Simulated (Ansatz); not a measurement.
The following input was run with Ansatz 0.2.0.

```yaml
crystal:
  lattice:
    - [0.0, 1.8372684951, 1.8372684951]
    - [1.8372684951, 0.0, 1.8372684951]
    - [1.8372684951, 1.8372684951, 0.0]
  atoms:
    - { symbol: Cr, position: [0.0, 0.0, 0.0] }
basis:
  ecutwfc: 420
kpoints:
  mp_grid: { grid: [20, 20, 20] }
hamiltonian:
  xc: pbesol
scf:
  occupations: { method: gaussian, width: 0.1 }
output:
  forces: true
  stress: true
  eigenvalues: true
```

Run as
```bash
ansatz run input.yaml --threads 1 --pin off --max-ram 1331MiB --backend cpu --events-out ev --progress --plain --runs-dir out
```

Level of theory: DFT PBEsol, scalar-relativistic, plane waves, PAW in Ansatz 0.2.0.

Abridged output:

```
Pseudopotentials: kind: paw
Pseudopotential: Cr, paw, valence charge 14, recommended cutoff 420 eV (normal)
Functional definition: PBEsol
Crystal: 1 atom, lattice volume = 12.404 Å³
Basis set: ecut = 420 eV, 259 PW (Γ), exchange–correlation on 36×36×36 points (8 copies of the dense FFT grid, shifted against one another)
Bands: 11, of which v1, the nominal top of the filled ones, is band 7 counted from 1 (6 counted from 0)
Symmetry: 48 space group operations
Space group: Fm-3m (ITA 225), of the structure as read, at distance tolerance 2.3e-5 Å
k-points: 256 of 8000
Initial density: superposition of atomic densities (neutral atoms: chi_scale 0, normalization atom), corrected by the library's trained network
Initial wavefunctions: pseudopotential atomic-orbital guess
Functional: x = pbesol(κ = 0.804, μ = 0.12345679), c = pbesol(β = 0.046)
SCF iter   1: F=—  HF=-3348.732789 eV  |F-HF|=—  |Δ(HF+E_count)|=         —  Δρ=8.75e-3  dr2=3.94e-3  ethr=1.77e-3  ⟨swp⟩=3.9  Hψ=13547  notcnv=0
SCF iter   2: F=—  HF=-3348.732347 eV  |F-HF|=—  |Δ(HF+E_count)|=   4.42e-4  Δρ=5.01e-3  dr2=2.27e-3  ethr=2.82e-5  ⟨swp⟩=2.9  Hψ=7568  notcnv=0  defer=21
SCF iter   3: F=—  HF=-3348.731823 eV  |F-HF|=—  |Δ(HF+E_count)|=   5.24e-4  Δρ=2.12e-3  dr2=1.24e-4  ethr=1.62e-5  ⟨swp⟩=2.4  Hψ=3874  notcnv=0  defer=21
SCF iter   4: F=—  HF=-3348.731838 eV  |F-HF|=—  |Δ(HF+E_count)|=   1.43e-5  Δρ=2.04e-4  dr2=1.33e-6  ethr=8.87e-7  ⟨swp⟩=1.6  Hψ=3815  notcnv=0  defer=21
SCF iter   5: F=—  HF=-3348.731841 eV  |F-HF|=—  |Δ(HF+E_count)|=   2.98e-6  Δρ=1.44e-5  dr2=9.78e-9  ethr=9.50e-9  ⟨swp⟩=2.0  Hψ=4253  notcnv=0  defer=21
SCF iter   6: F=-3348.731841 eV  HF=-3348.731841 eV  |F-HF|=6.37e-12  |Δ(HF+E_count)|=   1.19e-9  Δρ=1.10e-6  dr2=2.43e-11  ethr=6.98e-11  ⟨swp⟩=2.0  Hψ=8556  notcnv=0
SCF 1 converged in 6 iterations: F = -3348.731841 eV  dr2 = 2.43e-11
SCF converged after 6 iterations
Free energy (F): -3348.731841 eV
Harris-Foulkes:  -3348.731841 eV  (|F-HF|=6.37e-12)
Internal energy: -3348.721963 eV  (E = F + TS)
E sigma→0 (E₀):  -3348.726902 eV
Entropy (-TS):   -0.009878 eV (-9.878 meV/atom)
Fermi energy:    17.487327 eV
--- Per-component energies (eV) ---
  E_band       = -164.331995
  E_kinetic    = 341.919427
  E_local      = -1239.097856  (includes V_loc(G=0)·N_el)
  E_nonlocal   = 80.048965
  E_hartree    = 534.223931
  E_xc         = -138.429375
  E_vxc        = -177.334550  (∫ρ·V_xc dr)
  E_paw        = -1166.781886  (= ΣΔE_a)
  E_vpaw       = -238.316115  (= ΣTr[D̂ρ^β])
  E_aug_tail   = 0.000360  (compensation charges beyond the density's cutoff)
  E_ewald      = -1760.765529
  E_core_change = 0.160000  (= ΣΔE_core)
  E_smearing   = -0.009878  (= −TS)
--- Forces (eV/Å), atoms counted from 1 ---
  atom   1  Cr     0.00000000     0.00000000     0.00000000
--- Stress (GPa, compression-positive) ---
      -17.522230       0.000000       0.000000
        0.000000     -17.522230       0.000000
        0.000000       0.000000     -17.522230
  P = ⅓ Tr σ = -17.5222 GPa (-175.222 kbar)
--- Band table (eV; the first three rows and the last of 256) ---
  k-point 0: bands = ["-53.7442", "-24.7539", "-24.7539", "-24.7539", "10.0872", "17.1045", "17.1045", "17.1045", "18.7461", "18.7461", "37.0028"]
  k-point 1: bands = ["-53.7406", "-24.7727", "-24.7563", "-24.7563", "10.1851", "17.0583", "17.1371", "17.1371", "18.7279", "18.7279", "37.0215"]
  k-point 2: bands = ["-53.7301", "-24.8272", "-24.7632", "-24.7632", "10.4734", "16.9307", "17.2243", "17.2243", "18.6855", "18.6855", "36.9500"]
  k-point 255: bands = ["-53.5462", "-25.2362", "-25.2362", "-25.0281", "14.7427", "16.0242", "16.0242", "18.5105", "20.2168", "26.9921", "26.9921"]
```

The run converged.

Spin polarisation was left out, and a magnetic state may lie lower.